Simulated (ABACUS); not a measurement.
Hf, 2 atoms in the cell. It takes space group P6_3/mmc (No. 194, hexagonal). Conventional cell: a = 3.197 Å, b = 3.197 Å, c = 5.058 Å, α = 90.00°, β = 90.00°, γ = 120.00°. Hf (site symmetry -6m2) has 12 Hf at 3.13 to 3.20 Å as nearest neighbours. 

```yaml
Program: ABACUS 3.10.1
Task: band structure
Functional: rPW86PBE
Potentials_or_basis: PseudoDojo NC SR 0.4.1 PBE standard
Cutoff: 789 eV
Density_cutoff: 3157 eV
Basis: plane waves
Occupations: fermi-dirac, width 0.05 eV
Spin: no spin polarisation
Radial_cutoff_of_the_potentials_pseudo_rcut: 10 bohr
Threshold_of_the_eigensolver: 1e-07 Ry
Density: read from an earlier self-consistent run
Path: G-M-K-G-A-L-H-A, L-M, K-H
Points_for_each_segment_of_the_path: 10
SCF_threshold_on_the_density: 1e-08
Max_SCF_steps: 100
Eigensolver: dav
Mixing: broyden
Mixing_share: 0.7
Symmetry_key: -1
Bands: 22
```

Potentials or basis: PseudoDojo NC SR 0.4.1 PBE standard, plane waves.

Launch:

```sh
$ OMP_NUM_THREADS=1 mpirun -np 4 abacus > log
```

Hardware: 4 MPI ranks on Intel(R) Xeon(R) Platinum 8488C (Sapphire Rapids) (shared host).

Q: How long does it take, and how much memory?

A: Wall time 5.4 s on 4 MPI ranks on Intel(R) Xeon(R) Platinum 8488C (Sapphire Rapids), with other jobs on the host, peak memory 0.36 GiB a rank. Counts: scf iterations 1, k points 93, bands 22, ranks 4.
